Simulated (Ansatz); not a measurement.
**BeTe under changes of volume**

One of the cells (21.254 Å³/atom); the others are scaled copies at fixed shape and fractional positions:

```
CELL_PARAMETERS angstrom
0.00000 2.77000 2.77000
2.77000 0.00000 2.77000
2.77000 2.77000 0.00000
ATOMIC_POSITIONS crystal
Te 0.75000 0.75000 0.75000
Be 0.00000 0.00000 0.00000
```

| Quantity | Value |
| --- | --- |
| Program | Ansatz 0.2.0 |
| Functional | PBE |
| Potentials or basis | all-electron LAPW, scalar-relativistic |
| Cutoff | 249 eV (chosen from the basis error) |
| Basis error allowed | 0.0005 eV/atom |
| k mesh | 8 × 8 × 8 |
| Occupations | fermi-dirac, width 0.05 eV |
| Spin | no spin polarisation |

```csv
volume (Å³/atom),energy over the lowest point (meV/atom),pressure (GPa),gap on the mesh (eV)
19.979,?,?,?
20.404,49.04,7.5,1.75
20.829,31.45,5.8,1.81
21.254,18.13,4.3,1.86
21.679,8.67,2.9,1.91
22.104,2.73,1.6,1.96
22.529,0.00,0.5,2.01
```

**Question.** What does the run at 19.979 Å³/atom give?

**Answer.** Energy over the lowest point 71.31 meV/atom; pressure 9.3 GPa; gap on the mesh 1.69 eV.

Worked out: A Birch-Murnaghan fit of order 3 (a polynomial in V^(-2/3)) to the other rows has its minimum at 22.71 Å³/atom, just outside them, with B0 = V·E''(V) = 56 GPa and B' = 4.0. It gives 71.31 meV/atom at 19.979 Å³/atom, against the run's 71.31, and -dE/dV = 9.3 GPa, against 9.3. A straight line through the other rows of the gap, of slope 2.6 eV per unit of ln V, extrapolates to 1.70 eV, against the run's 1.69.

Energies are extrapolated to zero smearing.

Caveats: spin-orbit coupling is left out, which moves the levels of the heavy elements.

A mesh can miss the band edges.
